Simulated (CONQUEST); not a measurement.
Crystal: Rb.

```
CELL_PARAMETERS angstrom
5.46169 0.00000 0.00000
0.00000 5.90902 0.00000
0.00000 0.00000 5.90902
ATOMIC_POSITIONS crystal
Rb 0.00000 0.00000 0.00000
Rb 0.50000 0.50000 0.50000
```

This isn't the form of Rb at room conditions, which is bcc.

| Quantity | Value |
| --- | --- |
| Program | CONQUEST 1.3 |
| Task | single point |
| Functional | PBE |
| Potentials or basis | PseudoDojo NC PBE, DZP, grid cutoff 120 Ha |
| k mesh | 5 × 5 × 5 |
| Occupations | fermi-dirac, width 0.05 eV |
| Spin | no spin polarisation |

On this cell: pressure -0.1 GPa; largest force under 0.003 eV/Å; band gap on the k mesh none (metal or under the smearing width).

The same run follows on a disturbed copy (atoms of the box moved at random, drawn with an rms of 0.05 Å):

```
Rb
1.0
     5.46169    0.00000    0.00000
     0.00000    5.90902    0.00000
     0.00000    0.00000    5.90902
Rb
2
Direct
  0.00450 0.00734 0.99794
  0.49848 0.50617 0.48977
```

What does the disturbed cell give?

The energy (extrapolated to zero smearing) moves by +0.4 meV/atom; pressure -0.1 GPa; largest force 0.023 eV/Å; band gap on the k mesh none (metal or under the smearing width).

Forces in eV/Å, atoms in the order of the input:
```
Rb  -0.018 -0.005 -0.014
Rb   0.014  0.002  0.014
```

Caveats: the basis of atomic orbitals isn't converged, which shifts pressures, moduli and gaps; the box holds several primitive cells, so bands are folded and the points are those of the box's own zone (some runs).
